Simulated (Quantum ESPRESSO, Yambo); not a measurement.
# PbS (Galena): G0W0 in Yambo against the bands, part 2 of 2

How does the gap of PbS (Galena) converge in the bands?

Yambo 5.3.0; PBE and many-body steps on it, plane waves. Known limits of the many-body steps: not at the basis limit; model gap, bands may invert with spin-orbit coupling; no spin-orbit coupling; coarse k mesh.

So far. Step 4 (132 bands): Against the run before, the gap moves by +0.080 eV.

The database entry behind the starting cell differs from later determinations by our own check (about 0.1 % short), so it need not match the best structure at ambient conditions.

**5. 231 bands**

Level of this step: G0W0 on PBE, plane waves, norm-conserving pseudopotentials (Yambo).

gw4.in reads:

```
HF_and_locXC
gw0
dyson
ppa
em1d
rim_cut
RandQpts= 1000000
RandGvec= 1 RL
EXXRLvcs= 76 Ry
VXCRLvcs= 304 Ry
Chimod= "HARTREE"
% BndsRnXp
 1 | 231 |
%
NGsBlkXp= 15.5 Ry
% LongDrXp
 1 | 1 | 1 |
%
% GbndRnge
 1 | 231 |
%
DysSolver= "n"
ExtendOut
PPAPntXp= 27.21138 eV
% QPkrange
 3 | 3 | 13 | 16 |
 1 | 1 | 13 | 16 |
%
```

On the command line:

```bash
$ OMP_NUM_THREADS=1 mpirun -n 4 yambo -F gw4.in -J gw4 -C gw4 > gw4.log
```

Log:

```text
 Yambo, version 5.3.0

 [02] CORE Variables Setup
 =========================

  [... cell, symmetries and grids as in the set-up ...]

  [02.05] Energies & Occupations
  ==============================

  [X] === General ===
  [X] Electronic Temperature                        :  0.000000  0.000000 [eV K]
  [X] Bosonic    Temperature                        :  0.000000  0.000000 [eV K]
  [X] Finite Temperature mode                       : no
  [X] El. density                                   :  0.53669E+24 [cm-3]
[...]
QP @ state[ 1 ] b range                          :  13  16
   QP @ state[ 2 ] K range                          :  3  3
   QP @ state[ 2 ] b range                          :  13  16
   GF energies kind                                 : Perdew, Burke & Ernzerhof(X)+Perdew, Burke & Ernzerhof(C)
   GF WF`s kind                                     : Perdew, Burke & Ernzerhof(X)+Perdew, Burke & Ernzerhof(C)
   Xs energies kind                                 : Perdew, Burke & Ernzerhof(X)+Perdew, Burke & Ernzerhof(C)
   Xs WF`s kind                                     : Perdew, Burke & Ernzerhof(X)+Perdew, Burke & Ernzerhof(C)

 [11] Game Over & Game summary
```

Elapsed: 5.3 min, on 4 MPI ranks of Arm Neoverse V1, shared host; peak memory 1.9 GiB; 21 min of CPU time.

Numbers from this step:

- G0W0 gap on the points computed: 0.6680 eV
- starting gap on the mesh: 0.3682 eV
- k of the valence top: 0, 0, -0.5
- k of the conduction bottom: 0, 0, -0.5
- least direct G0W0 gap on the computed points: 0.6680 eV

Against the run before, the gap moves by +0.063 eV.

**6. 349 bands**

gw5.in, as its differences from gw4.in of step 5:

```diff
@@ -12,3 +12,3 @@
 % BndsRnXp
- 1 | 231 |
+ 1 | 349 |
 %
@@ -19,3 +19,3 @@
 % GbndRnge
- 1 | 231 |
+ 1 | 349 |
 %
```

On the command line:

```bash
$ OMP_NUM_THREADS=1 mpirun -n 4 yambo -F gw5.in -J gw5 -C gw5 > gw5.log
```

Log:

```text
 Yambo, version 5.3.0

 [02] CORE Variables Setup
 =========================

  [... cell, symmetries and grids as in the set-up ...]

  [02.05] Energies & Occupations
  ==============================

  [X] === General ===
  [X] Electronic Temperature                        :  0.000000  0.000000 [eV K]
  [X] Bosonic    Temperature                        :  0.000000  0.000000 [eV K]
  [X] Finite Temperature mode                       : no
  [X] El. density                                   :  0.53669E+24 [cm-3]
[...]
QP @ state[ 1 ] b range                          :  13  16
   QP @ state[ 2 ] K range                          :  3  3
   QP @ state[ 2 ] b range                          :  13  16
   GF energies kind                                 : Perdew, Burke & Ernzerhof(X)+Perdew, Burke & Ernzerhof(C)
   GF WF`s kind                                     : Perdew, Burke & Ernzerhof(X)+Perdew, Burke & Ernzerhof(C)
   Xs energies kind                                 : Perdew, Burke & Ernzerhof(X)+Perdew, Burke & Ernzerhof(C)
   Xs WF`s kind                                     : Perdew, Burke & Ernzerhof(X)+Perdew, Burke & Ernzerhof(C)

 [11] Game Over & Game summary
```

Run time: 8.1 min. Hardware: 4 MPI ranks; peak memory 2.3 GiB; 32 min of CPU time.

This step gave:

| Quantity | Value |
| --- | --- |
| G0W0 gap on the points computed | 0.6988 eV |
| starting gap on the mesh | 0.3682 eV |
| k of the valence top | 0, 0, -0.5 |
| k of the conduction bottom | 0, 0, -0.5 |
| least direct G0W0 gap on the computed points | 0.6988 eV |

Against the run before, the gap moves by +0.031 eV.

**7. 482 bands**

gw6.in, as its differences from gw5.in of step 6:

```diff
@@ -12,3 +12,3 @@
 % BndsRnXp
- 1 | 349 |
+ 1 | 482 |
 %
@@ -19,3 +19,3 @@
 % GbndRnge
- 1 | 349 |
+ 1 | 482 |
 %
```

On the command line:

```bash
$ OMP_NUM_THREADS=1 mpirun -n 4 yambo -F gw6.in -J gw6 -C gw6 > gw6.log
```

Log:

```text
 Yambo, version 5.3.0

 [02] CORE Variables Setup
 =========================

  [... cell, symmetries and grids as in the set-up ...]

  [02.05] Energies & Occupations
  ==============================

  [X] === General ===
  [X] Electronic Temperature                        :  0.000000  0.000000 [eV K]
  [X] Bosonic    Temperature                        :  0.000000  0.000000 [eV K]
  [X] Finite Temperature mode                       : no
  [X] El. density                                   :  0.53669E+24 [cm-3]
[...]
QP @ state[ 1 ] b range                          :  13  16
   QP @ state[ 2 ] K range                          :  3  3
   QP @ state[ 2 ] b range                          :  13  16
   GF energies kind                                 : Perdew, Burke & Ernzerhof(X)+Perdew, Burke & Ernzerhof(C)
   GF WF`s kind                                     : Perdew, Burke & Ernzerhof(X)+Perdew, Burke & Ernzerhof(C)
   Xs energies kind                                 : Perdew, Burke & Ernzerhof(X)+Perdew, Burke & Ernzerhof(C)
   Xs WF`s kind                                     : Perdew, Burke & Ernzerhof(X)+Perdew, Burke & Ernzerhof(C)

 [11] Game Over & Game summary
```

The job ended after 11 min (4 MPI ranks; peak memory 2.8 GiB; 44 min of CPU time).

Numbers from this step:

```
G0W0 gap on the points computed              : 0.7117 eV
starting gap on the mesh                     : 0.3682 eV
k of the valence top                         : 0, 0, -0.5
k of the conduction bottom                   : 0, 0, -0.5
least direct G0W0 gap on the computed points : 0.7117 eV
```

Against the run before, the gap moves by +0.013 eV.

**8. Side by side**

Times are wall times on 4 MPI ranks of Arm Neoverse V1, shared host, good to a factor of about two.

```tsv
run	mesh	bands	screening cutoff (eV)	DFT gap (eV)	gap on the mesh (eV)	direct (eV)	time
41 bands	4×4×4	41	210.9	0.368	0.399	0.399	56 s
72 bands	4×4×4	72	210.9	0.368	0.525	0.525	100 s
132 bands	4×4×4	132	210.9	0.368	0.605	0.605	3 min
231 bands	4×4×4	231	210.9	0.368	0.668	0.668	5.3 min
349 bands	4×4×4	349	210.9	0.368	0.699	0.699	8.1 min
482 bands	4×4×4	482	210.9	0.368	0.712	0.712	11 min
```

**9. Summary of results**

| Quantity | Value |
| --- | --- |
| 41 bands | 0.399 eV |
| 72 bands | 0.525 eV |
| 132 bands | 0.605 eV |
| 231 bands | 0.668 eV |
| 349 bands | 0.699 eV |
| 482 bands | 0.712 eV |
| known limits | not at the basis limit; model gap, bands may invert with spin-orbit coupling; no spin-orbit coupling; coarse k mesh |

**Reading.** The setting moved: bands. From 41 bands to 482 bands the gap moves by +0.31 eV, for 12 times the time. The last step still moves it by +0.013 eV. Bands and screening cutoff are coupled, so a series along one setting does not show full convergence. Bands and cutoff are finite, so the gap is not at the basis limit. The miss can reach some tenths of an eV and take either sign; the mesh is an error of its own. In the G0W0 runs levels were corrected at 2 k points alone, so a gap called «on the mesh» is the least over those, and an edge elsewhere would be missed. The 4×4×4 mesh is coarse for this cell, which bears on the long-range parts of exchange and screening. Where an edge is built on 6p states of lead, bismuth or thallium, scalar-relativistic gaps usually stand too wide, by a few tenths to over one eV. With atoms this heavy and so narrow a gap, spin-orbit coupling can invert the bands. These scalar-relativistic gaps are then model values, not to be set against experiment, and a spin-orbit change taken from DFT can't simply be added.

[Paths, hosts, dates, memory and timing lines, banners, echoed tables and standing remarks are left out of the program output.]

[Logs are printed without paths, hosts, clocks, repeated set-up lines and the standing remarks that a program may print on its own settings, such as how far it seeks lower states.]

[Runs of the session that timed out or met a known fault of the program may be left out.]

[Hosts, paths, dates, database ids (printed as entryN), source tags and the programs' standing remarks are cut or masked in the printed files.]
